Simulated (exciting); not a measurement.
# MgS under changes of volume

One of the cells (22.740 Å³/atom); the others are scaled copies at fixed shape and fractional positions:

```xyz
2
Lattice="0.0000 2.8331 2.8331 2.8331 0.0000 2.8331 2.8331 2.8331 0.0000" Properties=species:S:1:pos:R:3 pbc="T T T"
S     1.4166    1.4166    1.4166
Mg    0.0000    0.0000    0.0000
```

The cell comes from a database or a generator and needn't be the stable form of this composition.

| Quantity | Value |
| --- | --- |
| Program | exciting (release sodium) |
| Functional | PBE |
| Potentials or basis | all-electron LAPW+lo, shipped species files, valence relativity iora* |
| rgkmax | 7.5 |
| k mesh | 8 × 8 × 8 |
| Occupations | fermi-dirac, width 0.05 eV |
| Spin | no spin polarisation |

| volume (Å³/atom) | energy over the lowest point (meV/atom) | gap on the mesh (eV) |
| --- | --- | --- |
| 21.376 | 26.33 | 3.77 |
| 21.831 | 14.07 | 3.66 |
| 22.285 | 5.68 | 3.55 |
| 22.740 | ? | ? |
| 23.195 | 0.00 | 3.35 |
| 23.650 | 1.84 | 3.26 |
| 24.105 | 6.48 | 3.17 |

Problem. What does the run at 22.740 Å³/atom give?

Solution. Energy over the lowest point 1.19 meV/atom; gap on the mesh 3.45 eV.

Worked out: A Birch-Murnaghan fit of order 3 (a polynomial in V^(-2/3)) to the other rows has its minimum at 23.14 Å³/atom with B0 = V·E''(V) = 55 GPa and B' = 3.8. It gives 1.18 meV/atom at 22.740 Å³/atom, against the run's 1.19. A straight line through the other rows of the gap, of slope -5 eV per unit of ln V (its deformation potential), gives 3.46 eV, against the run's 3.45.

Energies are extrapolated to zero smearing.

A mesh can miss the band edges.
